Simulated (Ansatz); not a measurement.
HfSiO4 under strain: ¹⁷⁹Hf nuclear quadrupole resonance

Cell: a structure deposited in the COD, relaxed with PBE at fixed cell and then changed (z compressed by 3 %).

```cif
data_structure
_symmetry_space_group_name_H-M 'P 1'
_symmetry_Int_Tables_number 1
_cell_length_a 5.4739
_cell_length_b 5.4739
_cell_length_c 5.4739
_cell_angle_alpha 106.210
_cell_angle_beta 106.210
_cell_angle_gamma 116.211
_cell_volume 124.93
loop_
_atom_site_label
_atom_site_type_symbol
_atom_site_fract_x
_atom_site_fract_y
_atom_site_fract_z
_atom_site_occupancy
Hf1 Hf 0.75000 0.25000 0.50000 1
Hf2 Hf 0.00000 0.00000 0.00000 1
Si3 Si 0.25000 0.75000 0.50000 1
Si4 Si 0.50000 0.50000 0.00000 1
O5 O 0.13400 0.31928 0.81472 1
O6 O 0.06928 0.75456 0.68528 1
O7 O 0.50456 0.31928 0.18528 1
O8 O 0.06928 0.38400 0.31472 1
O9 O 0.61600 0.93072 0.68528 1
O10 O 0.68072 0.86600 0.18528 1
O11 O 0.24544 0.93072 0.31472 1
O12 O 0.68072 0.49544 0.81472 1
```

Sites (sets of like atoms) are named by element and the number of their first atom in this list.

The numbers come from a DFT calculation in Ansatz (PBE, plane waves and PAW (field gradients read without the response of the frozen cores, which leaves them typically 4 to 6 % off), scalar-relativistic, 420 eV cutoff, Γ-centred 5×5×5 k-points, Fermi–Dirac smearing 0.02 eV).

¹⁷⁹Hf: I = 9/2, Q = 3793 mb (year-2017 value). Static lattice, zero field.

(1) Predict the zero-field ¹⁷⁹Hf lines of each site.

(2) And for 177Hf (I = 7/2, Q = 3365 mb) on Hf?

Answers

(1) For I = 9/2 and η = 0 the lines are |C_Q|/24 times 1, 2, 3 and 4; η shifts the lowest up most.

| site | atoms | V_zz (10²¹ V/m²) | C_Q (MHz) | η | line frequencies (MHz) |
| --- | --- | --- | --- | --- | --- |
| Hf | 1, 2 | 7.91 | 726 | 0.00 | 30.2, 60.5, 90.7, 120.9 |

(2) C_Q scales with Q to 644 MHz, with lines at 46.0, 92.0, 137.9 MHz.

An axis of threefold or higher order runs through Hf, so V_zz lies along it and η is zero.

Without spin–orbit coupling the gradients at and beside Hf can be off by some per cent, at some sites by more. At this changed cell the PBE pressure is 16 GPa. The atoms aren't relaxed in the changed cell (largest force 0.3 eV/Å).
